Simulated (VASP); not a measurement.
Here is a VASP 6.6.1 calculation.

Contents of INCAR:

```
PREC = Accurate ; ENCUT = 600
EDIFF = 1E-6 ; ISMEAR = -1
SIGMA = 0.05 ; LREAL = False
LASPH = True ; NELM = 60
ALGO = Normal ; ISIF = 3
LWAVE = False ; LCHARG = False
IBRION = 2 ; NSW = 40
EDIFFG = -0.01
```

The input KPOINTS:

```
Automatic mesh
0
Gamma
  8 8 8
```

File POSCAR:

```
PbS
1.0
    0.0000000000      2.9657500000      2.9657500000
    2.9657500000      0.0000000000      2.9657500000
    2.9657500000      2.9657500000      0.0000000000
Pb S
1 1
Direct
    0.0000000000      0.0000000000      0.0000000000
    0.5000000000      0.5000000000      0.5000000000
```

Potentials or basis: VASP PAW LDA potentials, release 64 (Pb_d, S).

Run with:

```console
$ cat potpaw_LDA.64/Pb_d/POTCAR potpaw_LDA.64/S/POTCAR > POTCAR
$ mpirun -np 1 vasp_std > vasp.out
```

(1) What does it give for the space group after relaxing (to 0.05 Å)?

(2) Predict the relaxed cell.

(3) What does it give for the band gap on the k mesh?

(4) Estimate the relaxed volume.

Results:

(1) Fm-3m (No. 225).

(2) a = 4.135 Å, b = 4.135 Å, c = 4.135 Å, α = 60.00°, β = 60.00°, γ = 60.00°.

(3) 0.04 eV, direct.

(4) 24.99 Å³/atom.

Caveat: spin-orbit coupling is left out, which as a rule narrows the gap of such compounds by several tenths of an eV.
